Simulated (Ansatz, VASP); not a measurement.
## BN in VASP and in Ansatz

```
CELL_PARAMETERS angstrom
2.48719 0.00000 0.00000
-1.24359 2.15397 0.00000
0.00000 0.00000 6.61649
ATOMIC_POSITIONS crystal
B 0.33333 0.66667 0.25000
B 0.66667 0.33333 0.75000
N 0.33333 0.66667 0.75000
N 0.66667 0.33333 0.25000
```

Change from the starting cell: volume scaled by 0.98, crystal datasets.

Alike in both runs: task electric field gradients; functional PBEsol; k mesh 11 × 11 × 4; occupations fermi-dirac, width 0.02 eV; no spin polarisation.

|  | VASP | Ansatz |
| --- | --- | --- |
| version | VASP 6.6.1 | Ansatz 0.2.0 |
| potentials or method | VASP PAW PBE potentials, release 64 (B, N), cutoff 520 eV | all-electron PAW with datasets made for the crystal, scalar-relativistic |

|  | VASP | Ansatz | Ansatz less VASP |
| --- | --- | --- | --- |
| gap on the k mesh at the Fermi level (eV) | 4.25 | 4.26 | +0.006 |
| pressure (GPa) | 5.8 | 5.5 | -0.33 |
| largest component of the traceless stress (GPa) | 4.96 | 4.45 | -0.508 |
| Vzz of the field gradient on the site that differs most (V/Å²) | 35.1 | 29.0 | -6.19 |

Ansatz ran all-electron here, so the differences hold the error of VASP's frozen core and of both bases.

Caveats: the PAW data sets were made with another functional, which shifts forces and pressure a little (VASP); an odd mesh through Γ misses points on the zone boundary, where band edges often lie; this functional lacks dispersion, which binds the layers, so the pressure and a relaxed spacing across them are unreliable.
